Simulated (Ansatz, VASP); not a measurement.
In in VASP and in Ansatz

```
In
1.0
     0.00000    2.41541    2.41541
     2.41541    0.00000    2.41541
     2.41541    2.41541    0.00000
In
1
Direct
  0.00000 0.00000 0.00000
```

Change from the starting cell: volume scaled by 1.025, PAW files.

Alike in both runs: task electric field gradients; functional PBE; k mesh 15 × 15 × 15; occupations fermi-dirac, width 0.05 eV; no spin polarisation.

|  | VASP | Ansatz |
| --- | --- | --- |
| version | VASP 6.6.1 | Ansatz 0.2.0 |
| potentials or method | VASP PAW PBE potentials, release 64 (In_d) | PAW with Ansatz's default frozen-core files, scalar-relativistic |
| plane-wave cutoff (eV) | 520 | 420 |
| valence electrons in the cell | 13 | 13 |

|  | VASP | Ansatz | Ansatz less VASP |
| --- | --- | --- | --- |
| pressure (GPa) | -0.8 | -0.8 | +0.03 |
| Vzz of the field gradient on the site that differs most (V/Å²) | 0.0 | 0.0 | 0.00 |

The functional is the same, so the differences come from potentials, cutoffs and numerics. Ansatz warned: «gradients_without_spin_orbit».
